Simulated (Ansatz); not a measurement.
Set up this calculation in Ansatz 0.2.0, as the native input.

```
Task                : single point
Functional          : PBE
Potentials or basis : Ansatz PAW
Cutoff              : 420 eV (not typed: the program's choice for these potentials)
k mesh              : 12 × 12 × 11
Occupations         : fermi-dirac, width 0.05 eV
Spin                : no spin polarisation
```

The system is Si.

```
Si
1.0
     2.62054    0.00000    0.00000
    -1.31027    2.26946    0.00000
     0.00000    0.00000    2.56501
Si
1
Direct
  0.00000 0.00000 0.00000
```

The cell isn't the ideal one: strained by +4 %.

The input as run:

input.yaml

```yaml
crystal:
  lattice:
    - [2.6205428149, 0.0, 0.0]
    - [-1.3102714075, 2.2694566494, 0.0]
    - [0.0, 0.0, 2.5650085656]
  atoms:
    - { symbol: Si, position: [0.0, 0.0, 0.0] }
hamiltonian:
  xc: pbe
  pseudopotentials: { kind: paw }
kpoints:
  mp_grid: { grid: [12, 12, 11] }
scf:
  occupations: { method: fermi_dirac, width: 0.05 }
output:
  forces: true
  stress: true
  eigenvalues: true
```

Potentials or basis: Ansatz PAW.

Launch:

```console
$ ansatz run input.yaml --threads 2 --pin off --max-ram 5632MiB --backend cpu --events-out ev --progress --plain --runs-dir out
```

Results of the run:

```json
{
  "Pressure": "-1.5 GPa",
  "Band gap on the k mesh": "none (metal or under the smearing width)"
}
```

It took 7.4 s on 2 threads of Intel(R) Xeon(R) Platinum 8259CL CPU @ 2.50GHz (Skylake/Cascade Lake), on a shared host, peak memory 0.31 GiB.
